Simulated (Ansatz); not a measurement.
Put NaF in P4_2/mmc (No. 131): Na on 2c; F on 2f. The cell of NaF is invented: ordered vacancies on the anion sites of fluorite (occupants of the shared sites, in ratio, F: 2, vacant: 2).

All numbers below come from DFT PBE, scalar-relativistic, plane waves, PAW (Ansatz). Cutoff 420 eV, Γ-centred mesh, Gaussian smearing, no spin polarisation.

Formation energies are uncorrected and refer to the elements' standard structures at the same level (F₂ as a molecule).

Task: Predict the relaxed structure.

Result:

Space group P4_2/mmc (No. 131). a = 3.332 Å, b = 3.332 Å, c = 6.039 Å, α = 90.00°, β = 90.00°, γ = 90.00°
```
atom  site  symmetry       x       y       z
  Na    2c      mmm.  0.0000  0.5000  0.0000
   F    2f      -4m2  0.5000  0.5000  0.2500
```

Na has 4 F at 2.25 Å; around F lie 4 Na at 2.25 Å. Another local minimum with the same sites may exist.

Task: Where does its energy lie, and is it a metal?

Result: The formation energy is −2.532 eV/atom and the gap on the 8×8×4 mesh of the 4-atom cell is 4.65 eV. Whether it is stable depends on the other phases of the system, which aren't compared here.

The last run used Gaussian smearing of 0.02 eV. Kohn–Sham gaps at this level usually fall short of measured ones. A structure relaxed within its symmetry needn't be a true minimum.
